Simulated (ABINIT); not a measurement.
# PbSe (Clausthalite) (Fm-3m) in ABINIT: further runs, part 3 of 3

ABINIT 10.8.3 (patched build). The steps go on from the part before.

### Step 6. Relaxation of cell and atoms, LDA

run.abi reads:

```
# Pseudopotentials
pp_dirpath "./"
pseudos "Pb.upf, Se.upf"

# Structure
acell 3*1.0
rprim
     0.0000000000     5.7837902633     5.7837902633
     5.7837902633     0.0000000000     5.7837902633
     5.7837902633     5.7837902633     0.0000000000
ntypat 2
znucl 82 34
natom 2
typat 1 2
chkprim 0
chksymtnons 0
tolsym 1.0e-6
xred
            0.0            0.0            0.0
            1/2            1/2            1/2

# Plane-wave basis
ecut 43.0
ecutsm 0.5

# k points
kptopt 1
ngkpt 6 6 6
nshiftk 1
shiftk 0.0 0.0 0.0

# Exchange and correlation
ixc 7

# Bands and occupations
nband 19
occopt 3
tsmear 0.00183747

# SCF cycle
nstep 80
tolvrs 1.0e-12

# Output
iomode 3
prteig 0
prtebands 0
prtwf 0
prtden 0

# Relaxation
ionmov 2
optcell 2
ntime 50
tolmxf 2.0e-5
dilatmx 1.08
```

Potentials or basis: PseudoDojo NC SR LDA v0.4.1 standard.

Started as:

```sh
$ mpirun --bind-to none -np 4 abinit run.abi > log 2>&1
```

run.abo:

```text
.Version 10.8.3 of ABINIT
 Symmetries : space group Fm -3 m (#225); Bravais cF (face-center cubic)
================================================================================
 Values of the parameters that define the memory need of the present run
     intxc =       0    ionmov =       2      iscf =       7    lmnmax =       6
     lnmax =       6     mgfft =      54  mpssoang =       3    mqgrid =    3001
     natom =       2  nloc_mem =       1    nspden =       1   nspinor =       1
    nsppol =       1      nsym =      48    n1xccc =    2501    ntypat =       2
    occopt =       3   xclevel =       1
       mpw =        6605          nfft =      157464          nkpt =          16
================================================================================
================================================================================

--------------------------------------------------------------------------------
------------- Echo of variables that govern the present computation ------------
--------------------------------------------------------------------------------
 -outvars: echo values of preprocessed input variables --------
            acell      1.0000000000E+00  1.0000000000E+00  1.0000000000E+00 Bohr
              amu      2.07200000E+02  7.89600000E+01
          chkprim           0
      chksymtnons           0
          dilatmx      1.08000000E+00
             ecut      4.30000000E+01 Hartree
           ecutsm      5.00000000E-01 Hartree
           ionmov           2
              ixc           7
         kptrlatt        6    0    0      0    6    0      0    0    6
          kptrlen      4.90770878E+01
            natom           2
            nband          19
            ngfft          54      54      54
             nkpt          16
            nstep          80
             nsym          48
            ntime          50
           ntypat           2
           occopt           3
          optcell           2
           prtden           0
        prtebands           0
           prteig           0
            prtwf           0
            rprim      0.0000000000E+00  5.7837902633E+00  5.7837902633E+00
                       5.7837902633E+00  0.0000000000E+00  5.7837902633E+00
                       5.7837902633E+00  5.7837902633E+00  0.0000000000E+00
[... 471 lines left out ...]
    2      3.01735415627909     3.01735415627909     3.01735415627909

 cartesian forces (hartree/bohr) at end:
    1     -0.00000000000000    -0.00000000000000    -0.00000000000000
    2     -0.00000000000000    -0.00000000000000    -0.00000000000000
 frms,max,avg= 0.0000000E+00 0.0000000E+00   0.000E+00  0.000E+00  0.000E+00 h/b

 cartesian forces (eV/Angstrom) at end:
    1     -0.00000000000000    -0.00000000000000    -0.00000000000000
    2     -0.00000000000000    -0.00000000000000    -0.00000000000000
 frms,max,avg= 0.0000000E+00 0.0000000E+00   0.000E+00  0.000E+00  0.000E+00 e/A
 length scales=  8.063807520936  8.063807520936  8.063807520936 bohr
              =  4.267183170293  4.267183170293  4.267183170293 angstroms
 Fermi (or HOMO) energy (hartree) =   0.16873   Average Vxc (hartree)=  -0.38989
 Eigenvalues (hartree) for nkpt=  16  k points:
 kpt#   1, nband= 19, wtk=  0.00463, kpt=  0.0000  0.0000  0.0000 (reduced coord)
  -1.58171   -1.58171   -1.58158   -1.58158   -1.58158   -0.45014   -0.45014   -0.45000
  -0.45000   -0.45000   -0.34758   -0.06733    0.09208    0.09208    0.09208    0.33997
   0.33997    0.33997    0.40356
      occupation numbers for kpt#   1
   2.00000    2.00000    2.00000    2.00000    2.00000    2.00000    2.00000    2.00000
   2.00000    2.00000    2.00000    2.00000    2.00000    2.00000    2.00000    0.00000
   0.00000    0.00000    0.00000
 prteigrs : prtvol=0 or 1, do not print more k-points.

--- !EnergyTerms
iteration_state     : {dtset: 1, itime: 4, icycle: 1, }
comment             : Components of total free energy in Hartree
kinetic             :  1.12787495875604E+02
hartree             :  4.90164047671936E+01
xc                  : -4.36161831648262E+01
Ewald energy        : -1.12266315483515E+02
psp_core            :  5.86765059584890E+00
local_psp           : -1.38121491738530E+02
non_local_psp       : -6.51489864466053E+01
internal            : -1.91481425594831E+02
'-kT*entropy'       : -8.98324724604761E-05
total_energy        : -1.91481515427303E+02
total_energy_eV     : -5.21047747525812E+03
band_energy         : -2.07642203174817E+01
...

 Cartesian components of stress tensor (hartree/bohr^3)
  sigma(1 1)=  1.09574388E-07  sigma(3 2)=  0.00000000E+00
  sigma(2 2)=  1.09574388E-07  sigma(3 1)=  0.00000000E+00
  sigma(3 3)=  1.09574388E-07  sigma(2 1)=  0.00000000E+00

-Cartesian components of stress tensor (GPa)         [Pressure= -3.2238E-03 GPa]
- sigma(1 1)=  3.22378979E-03  sigma(3 2)=  0.00000000E+00
- sigma(2 2)=  3.22378979E-03  sigma(3 1)=  0.00000000E+00
- sigma(3 3)=  3.22378978E-03  sigma(2 1)=  0.00000000E+00

== END DATASET(S) ==============================================================
================================================================================

 -outvars: echo values of variables after computation  --------
            acell      8.0638075209E+00  8.0638075209E+00  8.0638075209E+00 Bohr
           etotal     -1.9148151543E+02
            fcart     -0.0000000000E+00 -0.0000000000E+00 -0.0000000000E+00
                      -0.0000000000E+00 -0.0000000000E+00 -0.0000000000E+00
            rprim      0.0000000000E+00  7.0710678119E-01  7.0710678119E-01
                       7.0710678119E-01  0.0000000000E+00  7.0710678119E-01
                       7.0710678119E-01  7.0710678119E-01  0.0000000000E+00
           strten      1.0957438763E-07  1.0957438764E-07  1.0957438763E-07
                       0.0000000000E+00  0.0000000000E+00  0.0000000000E+00
           xangst      0.0000000000E+00  0.0000000000E+00  0.0000000000E+00
                       3.0173541563E+00  3.0173541563E+00  3.0173541563E+00
             xred      0.0000000000E+00  0.0000000000E+00  0.0000000000E+00
                       5.0000000000E-01  5.0000000000E-01  5.0000000000E-01
 Calculation completed.
```

It took 95 s on 4 MPI ranks of Intel Xeon Platinum 8259CL at 2.50GHz (Skylake/Cascade Lake), shared host; peak memory 0.4 GiB.

What came out:

```yaml
Free_energy: -5210.4775 eV
Relaxed_volume: 27.47 Å³/atom
Relaxed_cell: a = 4.267 Å, b = 4.267 Å, c = 4.267 Å, α = 60.00°, β = 60.00°, γ = 60.00°
Space_group_after_relaxing_to_0.05_Å: Fm-3m (No. 225)
Energy_gained_by_relaxing: 8.5 meV/atom
Ionic_steps: 4
Pressure_after_relaxing: 0.0 GPa
Band_gap_on_the_k_mesh: 0.05 eV, direct
```

The path:
```tsv
step	energy change (eV)	largest force (eV/Å)	pressure (GPa)	volume (Å³)
1	0.0000	0.0000	-2.20	57.34
2	-0.0049	0.0000	-1.88	56.96
3	-0.0170	0.0000	0.09	54.85
4	-0.0171	0.0000	0.00	54.94
```

Final structure:
```
CELL_PARAMETERS angstrom
0.00000 3.01735 3.01735
3.01735 0.00000 3.01735
3.01735 3.01735 0.00000
ATOMIC_POSITIONS crystal
Pb 0.00000 0.00000 0.00000
Se 0.50000 0.50000 0.50000
```

Caveat: spin-orbit coupling is left out, which as a rule narrows the gap of such compounds by several tenths of an eV.

### Step 7. The runs side by side

```csv
task,level,potentials or basis,cell,cutoff (eV),cell freedom (optcell),optimiser (ionmov),cutoff smearing ecutsm (Ha),force stop (Ha/bohr),gap on the mesh (eV),pressure (GPa),relaxed volume (Å³/atom)
relaxation of cell and atoms,PBEsol,PseudoDojo NC SR PBEsol v0.4.1 standard,relaxed,1170,2,2,0.5,2e-05,0.18,0.0,28.36
single point,PBEsol,PseudoDojo NC SR PBEsol v0.4.1 standard,cell relaxed,1170,-,-,-,-,0.18,0.0,-
single point,PBE,PseudoDojo NC SR PBE v0.4.1 standard,as given,1061,-,-,-,-,0.30,2.1,-
single point,PBE,SPMS NC PBE v1.0,as given,844,-,-,-,-,0.30,2.3,-
relaxation of cell and atoms,LDA,PseudoDojo NC SR LDA v0.4.1 standard,relaxed,1170,2,2,0.5,2e-05,0.05,0.0,27.47
```

Alike in all rows: no spin polarisation; k mesh 6 × 6 × 6; smearing fermi-dirac 0.05 eV.

Caveats: spin-orbit coupling is left out, which as a rule narrows the gap of such compounds by several tenths of an eV.

Total energies depend on the potentials used, so only differences within one code and one set of settings carry meaning.

### Step 8. How close it comes

Step 2. The cell as given is a measured one (28.67 Å³/atom); PBEsol puts the equilibrium volume -1.1 % from it, thermal expansion not counted.

Step 4. Measured gap of PbSe: 0.28 eV (direct; 300 K; a printed reference work, monograph). This calculation gives 0.30 eV (+0.02 eV). 2 values of this kind are on record (0.15 to 0.28 eV); this one was drawn at random. Spin-orbit coupling on Pb, Se is left out. The value is that of PBE on a finite k mesh, which can miss the band edges, without temperature or zero-point motion.

Step 5. A measured gap of PbSe is 0.28 eV (direct; 300 K; a printed reference work, monograph); the calculated 0.30 eV misses it by +0.02 eV. 2 values of this kind are on record (0.15 to 0.28 eV); this one was drawn at random. Spin-orbit coupling on Pb, Se is left out. The value is that of PBE on a finite k mesh, which can miss the band edges, without temperature or zero-point motion.

Step 6. The cell as given is a measured one (28.67 Å³/atom); LDA puts the equilibrium volume -4.2 % from it, thermal expansion not counted.
